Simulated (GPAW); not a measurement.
# ZnS (F-43m) in GPAW: notebook, part 2 of 2

GPAW 26.7.0. Earlier steps stand in the parts before.

**3. Band structure, r4SCAN**

run.py

```python
from ase.dft.bandgap import bandgap
from ase.io import read, write
from ase.units import GPa
from gpaw import GPAW, PW

atoms = read('ZnS.cif')

calc = GPAW(mode=PW(600),
            xc='MGGA_X_R4SCAN+MGGA_C_R2SCAN',
            kpts={'size': (7, 7, 7), 'gamma': True},
            occupations={'name': 'fermi-dirac', 'width': 0.05},
            nbands=18,
            convergence={'density': 1e-05, 'energy': 1e-05},
            maxiter=150,
            txt='gpaw.txt')
atoms.calc = calc
energy = atoms.get_potential_energy()
forces = atoms.get_forces()
stress = atoms.get_stress()
calc.write('gs.gpw')
write('result.traj', atoms)
print(f'Energy: {energy:.6f} eV')
print('Forces (eV/A):')
print(forces.round(4))
print('Stress (GPa):', (stress / GPa).round(3))
print('Fermi level:', round(calc.get_fermi_level(), 4), 'eV')
print(f'Gap: {bandgap(calc)[0]:.4f} eV, direct: {bandgap(calc, direct=True)[0]:.4f} eV')

path = atoms.cell.bandpath('GXWKGLUWLK,UX', npoints=100, eps=1e-4)
bs_calc = calc.fixed_density(kpts=path, symmetry='off', nbands=28,
                             convergence={'bands': 'CBM+6.0', 'eigenstates': 1e-6}, txt='bands.txt')
bs = bs_calc.band_structure()
bs.write('bs.json')
print(f'Gap on the path: {bandgap(bs_calc)[0]:.4f} eV')
```

ZnS.cif

```cif
data_ZnS
_cell_length_a 3.82120505
_cell_length_b 3.82120505
_cell_length_c 3.82120505
_cell_angle_alpha 60.00000000
_cell_angle_beta 60.00000000
_cell_angle_gamma 60.00000000
_space_group_name_H-M_alt 'P1'
_space_group_name_Hall 'P 1'
_space_group_IT_number 1
loop_
_space_group_symop_operation_xyz
'x,y,z'
loop_
_atom_site_label
_atom_site_type_symbol
_atom_site_symmetry_multiplicity
_atom_site_Wyckoff_symbol
_atom_site_fract_x
_atom_site_fract_y
_atom_site_fract_z
_atom_site_occupancy
Zn1 Zn 1 a 0.7500000000 0.7500000000 0.7500000000 1
S1 S 1 a 0.0000000000 0.0000000000 0.0000000000 1
```

Potentials or basis: GPAW PAW data sets (gpaw-data 1.2.1), pw.

Started as:

```console
> OMP_NUM_THREADS=1 python run.py
```

gpaw.txt:

```text
__  _  _
 | _ |_)|_||  |
 |__||  | ||/\| - 26.7.0

Input parameters:
  mode=PW(ecut=600.0),
  convergence={'density': 1e-05, 'energy': 1e-05},
  kpts=MonkhorstPack(size=(7, 7, 7), gamma=True),
  maxiter=150,
  nbands=18,
  occupations=Occupations(name='fermi-dirac', width=0.05),
  xc=XC(name='MGGA_X_R4SCAN+MGGA_C_R2SCAN')

Diagonalizing LCAO Hamiltonian
Converting LCAO to pw mode

                       Zn

       S

Atoms  # Å, Bohr magnetons
|   | symbol |        x |        y |        z |    initial magnetic moments |
|---|--------|----------|----------|----------|-----------------------------|
| 0 |     Zn | 5.731808 | 3.309261 | 2.340001 | ( 0.0000,  0.0000,  0.0000) |
| 1 |      S | 0.000000 | 0.000000 | 0.000000 | ( 0.0000,  0.0000,  0.0000) |

Unit cell  # Å
| periodic |        x |        y |        z |  lengths |    angles |
|----------|----------|----------|----------|----------|-----------|
|      yes | 3.821205 | 0.000000 | 0.000000 | 3.821205 | 60.000000 |
|      yes | 1.910603 | 3.309261 | 0.000000 | 3.821205 | 60.000000 |
|      yes | 1.910603 | 1.103087 | 3.120001 | 3.821205 | 60.000000 |

Number of symmetries: 24
Symmetry operations  # r_c * U_cc + t_c -> r_c
|    | kind |            matrix            |
|----|------|------------------------------|
|  0 |  E   |  1, 0, 0,  0, 1, 0,  0, 0, 1 |
|  1 |  σ   |  1, 0, 0,  0, 0, 1,  0, 1, 0 |
|  2 |  σ   |  1, 0,-1,  0, 1,-1,  0, 0,-1 |
|  3 |  C3  |  1, 0,-1,  0, 0,-1,  0, 1,-1 |
|  4 |  C3  |  1,-1, 0,  0,-1, 1,  0,-1, 0 |
|  5 |  σ   |  1,-1, 0,  0,-1, 0,  0,-1, 1 |
|  6 |  σ   |  0, 1, 0,  1, 0, 0,  0, 0, 1 |
|  7 |  C3  |  0, 1, 0,  0, 0, 1,  1, 0, 0 |
|  8 |  C2  |  0, 1,-1,  1, 0,-1,  0, 0,-1 |
|  9 |  S4  |  0, 1,-1,  0, 0,-1,  1, 0,-1 |
| 10 |  C3  |  0, 0, 1,  1, 0, 0,  0, 1, 0 |
| 11 |  σ   |  0, 0, 1,  0, 1, 0,  1, 0, 0 |
| 12 |  S4  |  0, 0,-1,  1, 0,-1,  0, 1,-1 |
| 13 |  C3  |  0, 0,-1,  0, 1,-1,  1, 0,-1 |
| 14 |  S4  |  0,-1, 1,  1,-1, 0,  0,-1, 0 |
| 15 |  C2  |  0,-1, 1,  0,-1, 0,  1,-1, 0 |
| 16 |  C3  |  0,-1, 0,  1,-1, 0,  0,-1, 1 |
| 17 |  S4  |  0,-1, 0,  0,-1, 1,  1,-1, 0 |
| 18 |  S4  | -1, 1, 0, -1, 0, 1, -1, 0, 0 |
| 19 |  C3  | -1, 1, 0, -1, 0, 0, -1, 0, 1 |
| 20 |  C3  | -1, 0, 1, -1, 1, 0, -1, 0, 0 |
| 21 |  S4  | -1, 0, 1, -1, 0, 0, -1, 1, 0 |
| 22 |  σ   | -1, 0, 0, -1, 1, 0, -1, 0, 1 |
| 23 |  C2  | -1, 0, 0, -1, 0, 1, -1, 1, 0 |

BZ-sampling:
  Number of BZ points: 343
  Number of IBZ points: 20

  Monkhorst-Pack size: [7, 7, 7]
  Monkhorst-Pack shift: [0, 0, 0]

K-points  # in reciprocal-cell coordinates
|     |                                coordinates |     weight |
|-----|--------------------------------------------|------------|
|   0 | (  0.00000000,   0.00000000,   0.00000000) | 0.00291545 |
|   1 | (  0.14285714,   0.14285714,   0.00000000) | 0.01749271 |
|   2 | (  0.14285714,   0.14285714,   0.14285714) | 0.02332362 |
|   3 | (  0.28571429,   0.14285714,   0.14285714) | 0.03498542 |
|   4 | (  0.28571429,   0.28571429,   0.00000000) | 0.01749271 |
|   5 | (  0.28571429,   0.28571429,   0.14285714) | 0.06997085 |
|   6 | (  0.28571429,   0.28571429,   0.28571429) | 0.02332362 |
|   7 | (  0.42857143,  -0.28571429,  -0.28571429) | 0.03498542 |
|   8 | (  0.42857143,   0.28571429,  -0.42857143) | 0.13994169 |
|   9 | (  0.42857143,   0.28571429,  -0.28571429) | 0.06997085 |
| ... |                                            |            |
|  19 | (  0.42857143,   0.42857143,   0.42857143) | 0.02332362 |

Plane wave coefficients: 1363
Cutoff: 600.0 eV

Spin-components: 1 (collinear spins)
Bands:           18
Projectors:      11
Spin-degeneracy: 2
Datatype:        complex128

Parallelization:
  kpt:    1
  domain: 1
  band:   1

Density:
  Valence electrons: 18.0
  Components: 1
  Grid points: [24 24 24]
  Charge: 0.0  # |e|

Potential:
  Grid points: [24 24 24]

species:
  Zn:
    name:    Zinc
    Z:       30.0
    valence: 12
    core:    18
    charge:  0.0  # [|e|]
    compensation charges:
      type: gauss
      rc: 0.37  # [Å]
      lmax: 2
    cutoffs:
      filter: 2.14  # [Å]
      core: 2.28  # [Å]
    projectors
    | kind |    occ | energy [eV] | rcut [Å] |
    |------|--------|-------------|----------|
    |   4s |  2.000 |      -5.977 |    1.286 |
    |   4p |  0.000 |      -1.117 |    1.270 |
    |   3d | 10.000 |     -10.142 |    1.180 |
    |    s |        |      21.234 |    1.286 |
    |    p |        |      26.095 |    1.270 |
    |    d |        |      17.070 |    1.180 |

    Using partial waves for Zn as LCAO basis

  S:
    name:    Sulfur
    Z:       16.0
    valence: 6
    core:    10
    charge:  0.0  # [|e|]
    compensation charges:
      type: gauss
      rc: 0.24  # [Å]
      lmax: 2
    cutoffs:
      filter: 1.77  # [Å]
      core: 1.66  # [Å]
    projectors
    | kind |    occ | energy [eV] | rcut [Å] |
    |------|--------|-------------|----------|
    |   3s |  2.000 |     -17.254 |    0.974 |
    |   3p |  4.000 |      -7.008 |    0.979 |
    |    s |        |       9.957 |    0.974 |
    |    p |        |      20.203 |    0.979 |
    |    d |        |       0.000 |    0.900 |

    Using partial waves for S as LCAO basis

Reference energy: -59718.946550  # eV

eigensolver:
  PPCG
  Converge bands: occupied
  niter=2

density mixing:
  MSR1-Mixer
  Pratt-step length: 0.05
  Maximum mixing coefficient: 0.75
  Old densities: 10
  SVD Regularization: 0.005
  Good broyden scale: 1.0
  Trust region scale: 1.0
  Backstep threshold: 4.0
  History deletion threshold: 6.0
  Fourier metric: weight=20.0, sigma=0.015

occupation numbers:
  Fermi-Dirac:
    width: 0.0500  # eV

poisson solver:
  ecut: 4800.0  # eV

xc functional:
  name: MGGA_X_R4SCAN+MGGA_C_R2SCAN with 2 nearest neighbor stencil

convergence criteria:
[... 6 lines left out ...]
|iter     | |      energy | eigst |  dens |
|---------|-|-------------|-------|-------|
|iter:   1| |  -22.470840 | -0.08 |       |
|iter:   2| |  -20.208973 | -0.99 | -1.26 |
|iter:   3| |-7748063.975637 | +6.24 | -1.23 |
|iter:   4| |  -10.679226 | +2.08 | +2.28 |
|iter:   5| |  -20.125199 | +0.62 | -0.59 |
|iter:   6| |  -20.116079 | -1.01 | -1.79 |
|iter:   7| |  -20.110039 | -2.70 | -1.93 |
|iter:   8| |  -20.108395 | -3.50 | -2.35 |
|iter:   9| |  -20.108465 | -3.80 | -2.74 |
|iter:  10| |  -20.108434c| -3.82 | -3.05 |
|iter:  11| |  -20.108432c| -6.23 | -3.74 |
|iter:  12| |  -20.108431c| -7.02 | -4.04 |
|iter:  13| |  -20.108431c| -8.09c| -4.93 |
|iter:  14| |  -20.108431c| -7.46c| -5.14c|

Converged in 14 steps
Energy contributions relative to reference atoms: (reference = -59718.946550)

Energy contributions:
  Kinetic:          19.744437
  Coulomb:         -16.954988
  Zero:             -0.034442
  External:          0.000000
  Xc:              -22.863438
  Entropy:          -0.000000
  Spinorbit:         0.000000
  ----------------------------
  Free energy:     -20.108431
  Extrapolated:    -20.108431

dipole moment: (-20.620750, -11.905395, -8.418386)  # |e|*Ang

Fermi level: 5.165
Eigenvalues  # (at kpt = [0.000, 0.000, 0.000])
| band index |      eig [eV] | occ [0-2] |
|------------|---------------|-----------|
|          0 |       -10.226 |     2.000 |
|          1 |        -3.040 |     2.000 |
|          2 |        -3.040 |     2.000 |
|          3 |        -3.040 |     2.000 |
|          4 |        -2.491 |     2.000 |
|          5 |        -2.491 |     2.000 |
[... 10 lines left out ...]
|         16 |        18.696 |     0.000 |
|         17 |        18.696 |     0.000 |

Gap: 2.611 eV
Transition (v -> c):
  (s=0, k=0, n=8, [0.00, 0.00, 0.00]) -> (s=0, k=0, n=9, [0.00, 0.00, 0.00])
No difference between direct/indirect transitions

Forces  # eV/Ang
|        x |        y |        z |
|----------|----------|----------|
|  0.00000 |  0.00000 | -0.00000 |  # Zn   0
| -0.00000 | -0.00000 | -0.00000 |  # S    1

Stress tensor  # eV/Ang^3
|         x |         y |         z |
|-----------|-----------|-----------|
|  0.010246 |  0.000000 | -0.000000 |
| -0.000000 |  0.010246 |  0.000000 |
|  0.000000 | -0.000000 |  0.010246 |

# Writing to gs.gpw (mode='')
```

It took 2.2 min on 1 thread of Arm Neoverse V2, shared host; peak memory 0.38 GiB.

What came out:

- Free energy: -20.1084 eV
- Pressure: -1.6 GPa
- Band gap on the k mesh: 2.61 eV, direct
- Band gap along the path: 2.61 eV, direct

Levels at the corners of the path, in eV from the valence-band top:
| point | band 6 | band 7 | band 8 | band 9 | band 10 | band 11 | band 12 | band 13 |
| --- | --- | --- | --- | --- | --- | --- | --- | --- |
| Γ | -5.95 | 0.00 | 0.00 | 0.00 | 2.61 | 6.82 | 6.82 | 6.82 |
| X | -5.73 | -4.64 | -2.29 | -2.29 | 3.70 | 4.43 | 11.70 | 12.73 |
| W | -5.55 | -4.67 | -2.82 | -2.80 | 6.03 | 6.54 | 8.41 | 8.62 |
| K | -5.60 | -4.71 | -3.20 | -1.86 | 4.47 | 6.39 | 9.89 | 10.33 |
| Γ | -5.95 | 0.00 | 0.00 | 0.00 | 2.61 | 6.82 | 6.82 | 6.82 |
| L | -5.75 | -5.42 | -0.89 | -0.89 | 3.75 | 7.33 | 7.33 | 9.39 |
| U | -5.60 | -4.71 | -3.20 | -1.86 | 4.47 | 6.39 | 9.89 | 10.33 |
| W | -5.55 | -4.67 | -2.82 | -2.80 | 6.03 | 6.54 | 8.41 | 8.62 |
| L | -5.75 | -5.42 | -0.89 | -0.89 | 3.75 | 7.33 | 7.33 | 9.39 |
| K | -5.60 | -4.71 | -3.20 | -1.86 | 4.47 | 6.39 | 9.89 | 10.33 |
| U | -5.60 | -4.71 | -3.20 | -1.86 | 4.47 | 6.39 | 9.89 | 10.33 |
| X | -5.73 | -4.64 | -2.29 | -2.29 | 3.70 | 4.43 | 11.70 | 12.73 |

Caveat: the PAW data sets were made with another functional, which shifts forces and pressure a little.

**4. Band structure, PBE**

run.py

```python
from ase.dft.bandgap import bandgap
from ase.io import read, write
from gpaw import GPAW

atoms = read('ZnS.xyz')

calc = GPAW(mode='lcao',
            h=0.2,
            basis='dz(dzp)',
            xc='PBE',
            kpts={'size': (7, 7, 7), 'gamma': True},
            occupations={'name': 'fermi-dirac', 'width': 0.05},
            convergence={'density': 1e-05, 'energy': 1e-05},
            maxiter=150,
            txt='gpaw.txt')
atoms.calc = calc
energy = atoms.get_potential_energy()
forces = atoms.get_forces()
calc.write('gs.gpw')
write('result.traj', atoms)
print(f'Energy: {energy:.6f} eV')
print('Forces (eV/A):')
print(forces.round(4))
print('Fermi level:', round(calc.get_fermi_level(), 4), 'eV')
print(f'Gap: {bandgap(calc)[0]:.4f} eV, direct: {bandgap(calc, direct=True)[0]:.4f} eV')

path = atoms.cell.bandpath('GXWKGLUWLK,UX', npoints=80, eps=1e-4)
bs_calc = calc.fixed_density(kpts=path, symmetry='off', txt='bands.txt')
bs = bs_calc.band_structure()
bs.write('bs.json')
print(f'Gap on the path: {bandgap(bs_calc)[0]:.4f} eV')
```

ZnS.xyz

```xyz
2
Lattice="0.0000000000 2.7020000000 2.7020000000 2.7020000000 0.0000000000 2.7020000000 2.7020000000 2.7020000000 0.0000000000" Properties=species:S:1:pos:R:3 pbc="T T T"
Zn     4.0530000000      4.0530000000      4.0530000000
S      0.0000000000      0.0000000000      0.0000000000
```

Potentials or basis: GPAW PAW data sets (gpaw-data 1.2.1), lcao:dz(dzp).

Started as:

```console
> OMP_NUM_THREADS=1 python run.py
```

Run time: 21 s. Hardware: 1 thread of Arm Neoverse V2, shared host; peak memory 0.2 GiB.

These settings aren't checked as converged: the numbers below hold their error.

What came out:

```yaml
Free_energy: -5.9546 eV
Band_gap_on_the_k_mesh: 2.12 eV, direct
Band_gap_along_the_path: 2.12 eV, direct
```

Caveat: the real-space grid adds noise to forces; the basis of atomic orbitals isn't converged, which shifts pressures, moduli and gaps.

**5. How close it comes**

Step 2. A measured gap of ZnS is 3.85 eV (direct; 19 K; quoted in “Electronic, vibrational, and thermodynamic properties of ZnS (zincblende and rocksalt structure)”, 2009, arxiv:0911.5022); the calculated 2.11 eV misses it by -1.74 eV. The value is that of PBE, without temperature or zero-point motion. Semilocal functionals fall short of measured gaps as a rule.

Step 3. Measured gap of ZnS: 3.85 eV (direct; 19 K; quoted in “Electronic, vibrational, and thermodynamic properties of ZnS (zincblende and rocksalt structure)”, 2009, arxiv:0911.5022). This calculation gives 2.61 eV (-1.24 eV). The value is that of r4SCAN, without temperature or zero-point motion.
